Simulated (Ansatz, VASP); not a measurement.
HfO2 in VASP and in Ansatz

```
Hf O
1.0
     3.65837    0.00000    0.00000
     0.00000    3.65837    0.00000
     0.00000    0.00000    5.23224
Hf O
2 4
Direct
  0.50000 0.50000 0.50000
  0.00000 0.00000 0.00000
  0.00000 0.50000 0.69118
  0.50000 0.00000 0.80882
  0.50000 0.00000 0.30882
  0.00000 0.50000 0.19118
```

Change from the starting cell: biaxial strain in the a-b plane, c and atoms relaxed: +1.5 %.

Alike in both runs: functional PBE; k mesh 6 × 6 × 4; occupations gaussian, width 0.02 eV; no spin polarisation.

Ansatz relaxed the structure, and its values are those at the end. VASP's run is a single point on that final structure, the one shown.

|  | VASP | Ansatz |
| --- | --- | --- |
| version | VASP 6.6.1 | Ansatz 0.2.0 |
| potentials or method | VASP PAW PBE potentials, release 64 (Hf_pv, O) | scalar-relativistic, plane waves, PAW |
| plane-wave cutoff (eV) | 520 | 420 |
| valence electrons in the cell | 44 | 76 |

```csv
,VASP,Ansatz,Ansatz less VASP
gap on the k mesh at the Fermi level (eV),4.38,4.43,+0.045
least direct gap on the mesh (eV),4.47,4.51,+0.040
pressure (GPa),-8.2,-5.3,+2.99
rms of the force components (eV/Å),0.024,0.000,-0.0236
```

With one functional, cell and mesh, what is left measures potentials, basis and numerics. The two sets of potentials don't hold the same shells in valence.

Caveats: spin-orbit coupling is left out, which moves the levels of the heavy elements. A k mesh can miss the band edges.
